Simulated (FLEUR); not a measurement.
Crystal: NaI.

```
I Na
1.0
     0.00000    3.23640    3.23640
     3.23640    0.00000    3.23640
     3.23640    3.23640    0.00000
I Na
1 1
Direct
  0.50000 0.50000 0.50000
  0.00000 0.00000 0.00000
```

Base run:

| Property | Result |
| --- | --- |
| Program | FLEUR MaX-R8.1 (later development tree) |
| Functional | SCAN |
| Potentials or basis | all-electron |
| Basis | FLAPW |
| Kmax | 4.1 1/bohr |
| k mesh | 7 × 7 × 7 |
| Occupations | fermi-dirac, width 0.05 eV |
| Spin | no spin polarisation |

Its results: band gap on the k mesh 4.42 eV, direct.

Task: The run is repeated on the same cell with these changes: functional from SCAN to WC. What comes out?

Result: Band gap on the k mesh 3.52 eV, direct.

SCAN gives the wider gap, since meta-GGAs in the generalised Kohn-Sham scheme recover part of the derivative discontinuity.

Caveats: spin-orbit coupling is left out, which moves the levels of the heavy elements; the meta-GGA is that of a development version, with a GGA for the radial functions and cores and without core tails (some runs).

Not every run made on this cell is shown here.
